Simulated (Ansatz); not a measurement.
**Polymorphs of Cd₆Te**

Level of theory: DFT PBE, scalar-relativistic, plane waves, PAW in Ansatz 0.2.0. Settings: cutoff 420 eV, Γ-centred meshes spaced at most about 0.3 Å⁻¹, and about 0.25 Å⁻¹ or finer for metals (2π included), Gaussian smearing. No spin polarisation.

Energies over the elements count from the elements' standard structures at the same level, with no fitted energy shifts.

Temperature and zero-point effects are left out. The comparison covers the computed candidates alone. These runs have no spin–orbit coupling, which can matter for Te. The reference form of Te is held partly by dispersion forces, which this level lacks.

Invented guesses were relaxed alike, and ends that match in structure were merged. ΔE counts from the first row. Coordination counts Cd atoms around Te (those within 1.25 times the shortest such distance or 1.15 times the sum of covalent radii; a plus sign parts nearer from farther groups). The ends were matched against large subsets of the Crystallography Open Database and the Materials Project, so a missing match doesn't prove that a structure is unreported.

```
#                         reached from  type and space group  atoms  Å³/atom  coordination  ΔE (meV/atom)  gap on mesh (eV)  in databases
1  a cell proposed by chemical analogy      P4/mmm (No. 123)      7     25.9          Te 8              0              0.00      no match
2  a cell proposed by chemical analogy       P-31m (No. 162)      7     27.3          Te 6             14              0.00      no match
3                          random cell      P6/mmm (No. 191)      7     26.1        Te 2+6             86              0.00      no match
4                          random cell      P6/mmm (No. 191)      7     28.1          Te 6            127              0.00      no match
```

The lowest: Space group P4/mmm (No. 123), tetragonal, a = 4.501 Å, c = 8.941 Å. Around Cd on a site of symmetry 2mm lie 8 Cd at 3.16–3.18 Å and 2 Te at 3.18 Å; around Cd on a site of symmetry 4/mmm lie 12 Cd at 3.16–3.18 Å; Cd on a second site of symmetry 4/mmm is surrounded by 12 Cd at 3.16–3.18 Å; Te has 8 Cd at 3.18 Å. Its energy over the elements is −0.02 eV/atom. The formation energy is too near zero to say whether this cell lies below the elements. An observed structure of this formula, if there is one, may be missing.

Space group P4/mmm (No. 123). a = 4.501 Å, b = 4.501 Å, c = 8.941 Å, α = 90.00°, β = 90.00°, γ = 90.00°
```json
{"atom": "Cd", "site": "4i", "symmetry": "2mm.", "x": "0.0000", "y": "0.5000", "z": "0.7480"}
{"atom": "Cd", "site": "1b", "symmetry": "4/mmm", "x": "0.0000", "y": "0.0000", "z": "0.5000"}
{"atom": "Cd", "site": "1d", "symmetry": "4/mmm", "x": "0.5000", "y": "0.5000", "z": "0.5000"}
{"atom": "Te", "site": "1a", "symmetry": "4/mmm", "x": "0.0000", "y": "0.0000", "z": "0.0000"}
```

The second: Space group P-31m (No. 162), trigonal, a = 5.328 Å, c = 7.786 Å. Cd has 4 Cd at 3.01 Å, 1 Te at 3.10 Å and 5 Cd at 3.21–3.37 Å; around Te lie 6 Cd at 3.10 Å. Counting Cd atoms around Te, the first has Te 8 and the second has Te 6. Cells relaxed within their symmetry can be saddle points. Some types were kept out of the candidates beforehand, so the set may lack a known form.
